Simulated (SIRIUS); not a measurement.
Runs of SIRIUS 7.12.0 on WC (Qusongite). Symmetry: P-6m2, No. 187, hexagonal system. Conventional cell: a = 2.907 Å, b = 2.907 Å, c = 2.837 Å, α = 90.00°, β = 90.00°, γ = 120.00°. W (site symmetry -6m2) is surrounded by 6 C at 2.20 Å. C (site symmetry -6m2) is surrounded by 6 W at 2.20 Å. 

| task | level | potentials or basis | cell | k mesh | energy tol | density tol | mixer | mixing beta | max scf | mesh quality | gap on the mesh (eV) | pressure (GPa) | relaxed volume (Å³/atom) |
| --- | --- | --- | --- | --- | --- | --- | --- | --- | --- | --- | --- | --- | --- |
| relaxation of cell and atoms | PBEsol+D3(BJ) | PseudoDojo 0.4.1 PBE standard (scalar relativistic) | relaxed | 5 × 5 × 5 | 1e-08 Ha | 1e-06 | anderson | 0.7 | 100 | coarse | none | 0.1 | 10.15 |
| relaxation of cell and atoms | PBEsol+D4 | PseudoDojo 0.4.1 PBE standard (scalar relativistic) | relaxed | 5 × 5 × 5 | 1e-08 Ha | 1e-06 | anderson | 0.7 | 100 | coarse | none | 0.1 | (a) |
| single point | PBEsol | PseudoDojo 0.4.1 PBEsol standard (scalar relativistic) | as given | 10 × 10 × 9 | 1e-08 Ha | 1e-06 | anderson | 0.7 | 100 | not flagged | none | -3.1 | - |
| single point | PBEsol | PseudoDojo 0.4.1 PBEsol standard (scalar relativistic) | atoms moved at random, drawn with an rms of 0.05 Å | 10 × 10 × 9 | 1e-08 Ha | 1e-06 | anderson | 0.7 | 100 | not flagged | none | -2.5 | - |
| relaxation of cell and atoms | PBEsol+D3 | PseudoDojo 0.4.1 PBE standard (scalar relativistic) | relaxed | 5 × 5 × 5 | 1e-08 Ha | 1e-06 | anderson | 0.7 | 100 | coarse | none | 0.0 | 10.23 |

Alike in all rows: no spin polarisation; cutoff (eV) 1127; smearing fermi-dirac 0.05 eV.

Estimate the missing entries.

(a) 10.22.

Caveats: some runs use coarse meshes; the potentials were made for another functional, which shifts forces and pressure (some runs); pairwise dispersion overbinds metals, which lowers pressure and volume (some runs).

A k mesh can miss the band edges, and the runs leave out spin-orbit coupling on W.

A gap of «none» marks a metal or a gap under the smearing width.

Runs at the PBE level aren't shown here.
